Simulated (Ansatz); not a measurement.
**Cu: from a first guess to the relaxed hcp type**

First guess:

```
CELL_PARAMETERS angstrom
2.51233 0.00000 0.00000
-1.25617 2.17574 0.00000
0.00000 0.00000 4.06998
ATOMIC_POSITIONS crystal
Cu 0.33333 0.66667 0.25000
Cu 0.66667 0.33333 0.75000
```

All numbers below come from DFT, PBE, PAW with Ansatz's default frozen-core files, scalar-relativistic in Ansatz 0.2.0.

Cell and atoms relax within the symmetry of the start on a 17×17×9 k mesh with 0.03 eV Fermi–Dirac smearing.

The start is built from a prototype, known or not as a phase of this compound; the cutoff is 420 eV.

(1) What is the pressure of the first guess?

(2) What does it relax to?

(3) How much energy does the relaxation release?

## Answers

(1) 12.18 GPa.

(2) a = 2.557 Å, b = 2.557 Å, c = 4.228 Å, α = 90.00°, β = 90.00°, γ = 120.00° (conventional cell), 11.97 Å³ per atom:
```xyz
2
Lattice="2.5566 0.0000 0.0000 -1.2783 2.2141 0.0000 0.0000 0.0000 4.2280" Properties=species:S:1:pos:R:3 pbc="T T T"
Cu    0.0000    1.4761    1.0570
Cu    1.2783    0.7380    3.1710
```

(3) 31 meV/atom.
